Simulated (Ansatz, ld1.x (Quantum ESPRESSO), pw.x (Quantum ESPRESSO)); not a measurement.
Sr (Z = 38): does the TM potential hold in the solid?

strontium (Sr), norm-conserving Troullier–Martins (Kleinman–Bylander form), made with ld1.x (Quantum ESPRESSO) 7.5 (PBE, scalar-relativistic). Core [Kr], reference 4d0 5s2 5p0. Waves: 5s (bound): rc 2.95 bohr; 5p (bound, empty): rc 3.44 bohr; 4d (bound, empty): rc 3.30 bohr. Local part: all-electron potential smoothed inside 3.25 bohr (lloc = -1). Core correction: a·sin(br)/r model core, default radius (core density twice the valence density).

Crystal test: bcc Sr in pw.x 7.5, no spin, 10³ k-points, Fermi–Dirac smearing 0.01 Ry, cutoffs 50/200 Ry. The reference is all-electron LAPW (Ansatz 0.2.0) with the same functional, mesh and smearing; V0 and B0 come from Birch–Murnaghan fits to the pressures at five volumes. Errors are pseudo minus all-electron; Δ is the rms difference of the E(V) curves that follow from these fits, minima aligned, over ±6 % about the mean V0. Mesh and smearing are coarse, so the numbers serve the comparison and aren't converged zero-temperature values; the lattice is a test structure that the element need not adopt.

All-electron: a0 = 4.780 Å (V0 = 54.61 Å³/atom), B0 = 11.4 GPa.

Q: How far does the potential miss the all-electron equation of state?

A: mean pressure error (GPa): -0.24; a0 (Å): 4.747; a0 error (%): -0.69; B0 error (%): +5.4; Δ (meV/atom): 2.9. This is a poor potential for the solid. The logarithmic derivative shows an extra or strongly shifted pseudo pole above the reference energy (s near 0.33 Ry).

```tsv
V (Å³/atom)	P all-electron (GPa)	P pseudo (GPa)
51.857	0.64	0.39
53.221	0.31	0.06
54.586	0.01	-0.24
55.951	-0.27	-0.51
57.315	-0.51	-0.75
```

Q: At the middle volume, how do free energy and pressure move when the wave cutoff is lowered (ecutrho kept at four times it)?

A:

| cutoff (Ry) | shift of F (meV/atom) | shift of P (GPa) |
| --- | --- | --- |
| 22 | +1.3 | -0.00 |
| 30 | +0.5 | +0.00 |
| 40 | +0.1 | -0.00 |

The run at the middle volume (47 k-points, 7 iterations) took about 10 s on one core of a shared host (Neoverse-V1, 32 threads, 247 GiB, load 21).
